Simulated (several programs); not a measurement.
## Many methods on one cell: LiCl (CsCl type)

LiCl in the CsCl structure, relaxed with r2SCAN in Ansatz, was computed with several methods. The symmetry is Pm-3m (No. 221, cubic); a = 3.271 Å in the conventional setting, 17.50 Å³ an atom. Around Li lie 8 Cl at 2.83 Å; around Cl lie 8 Li at 2.83 Å. Computed, not measured; no magnetism was allowed, and whether the structure is a known phase isn't checked.

```
Li Cl
1.0
     3.27112    0.00000    0.00000
     0.00000    3.27112    0.00000
     0.00000    0.00000    3.27112
Li Cl
1 1
Direct
  0.00000 0.00000 0.00000
  0.50000 0.50000 0.50000
```

Gaps and times are for a single point on this cell; volume and bulk modulus come from each method's own relaxation or energy curve at fixed shape. Times are rough, from shared hosts (Arm Neoverse V1; Intel Xeon Processor @ 2.50GHz), and each method has its own mesh and cell size. A star marks a curve whose lowest point is an end point. PM6 (MOPAC), PM7 (MOPAC), GFN1-xTB (tblite), GFN2-xTB (tblite) treat a cluster of cells at its zone centre, which samples few k points: where these miss a band edge, the gap comes out too large for that reason alone. Gaps from k meshes are read at a limited set of points (mesh, symmetry points, PBE's band edges), so each method's own least gap may be somewhat smaller. Force fields have no electrons; where one was fitted to this phase, its volume and modulus reflect the fit. xTB and the PM methods were fitted mostly to molecules, and can miss a solid's gap by electronvolts. Minimal bases can be far off for gaps. Times of the plane-wave rungs are withheld (a dash), since they come from other jobs, hosts and meshes; the meshes of hybrids and Hartree-Fock don't converge their gaps to the digits shown. GLLB-SC's gap includes the derivative discontinuity. G0W0 is at finite bands, cutoff and mesh. d marks a direct gap, i an indirect one (no mark: not told apart), a dash a value that wasn't computed or didn't pass its checks.

```tsv
method	kind	gap (eV)	own volume (Å³/atom)	bulk modulus (GPa)	atoms computed	processor time
PBEsol	semilocal	–	16.86	–	2	–
ffield.eim (LAMMPS)	force field	–	–	–	2	0.12 s
light PBE (260 eV, its own mesh)	light plane-wave	4.41 i	17.88	31	2	0.47 s
PBE	semilocal	4.42 i	17.66	32	2	–
r2SCAN	semilocal	5.25 i	17.50	34	2	–
LDA	semilocal	4.14 i	16.04	–	2	–
PBE/single zeta (GPAW)	small basis	3.37 i	–	–	2	2.8 s
GFN1-xTB (tblite)	tight binding	3.15	15.68*	–	cluster	3.5 s
PBE/SZV (CP2K)	small basis	3.62 i	19.48*	–	2	3.7 s
PM7 (MOPAC)	semi-empirical	5.58	–	–	cluster	4.7 s
PM6 (MOPAC)	semi-empirical	9.13	–	–	cluster	5.3 s
GLLB-SC (GPAW)	model potential	8.19	–	–	2	5.3 s
GFN2-xTB (tblite)	tight binding	3.27	16.58	39	cluster	5.3 s
PBE/DZVP (CP2K)	small basis	4.34 i	17.79	33	2	9.3 s
G0W0@LDA (140 eV screening cutoff)	many-body	6.41	–	–	2	–
G0W0@r2SCAN (140 eV screening cutoff)	many-body	6.98	–	–	2	–
LC-ωPBE	hybrid	10.89 i	–	–	2	–
G0W0@PBE (220 eV screening cutoff)	many-body	6.65	–	–	2	–
G0W0@HSE06 (140 eV screening cutoff)	many-body	7.13	–	–	2	–
PBE0	hybrid	6.39 i	–	–	2	–
HSE06	hybrid	5.68 i	17.38	–	2	–
DDH-PBE0	hybrid	6.97 i	–	–	2	–
r2SCAN0	hybrid	6.90 i	–	–	2	–
```

Against HSE06 (5.68 eV) the nearest gap at the points sampled is that of PM7 (MOPAC) (-0.10 eV) and the farthest that of LC-ωPBE (+5.21 eV). HSE06 is only a yardstick of convenience: for gaps this wide it usually falls short of measured ones, so a larger value can be the better one.

Volumes against r2SCAN's: PBEsol -3.7 %, light PBE (260 eV, its own mesh) +2.2 %, PBE +0.9 %, LDA -8.3 %, GFN2-xTB (tblite) -5.3 %, PBE/DZVP (CP2K) +1.7 %, HSE06 -0.7 %.
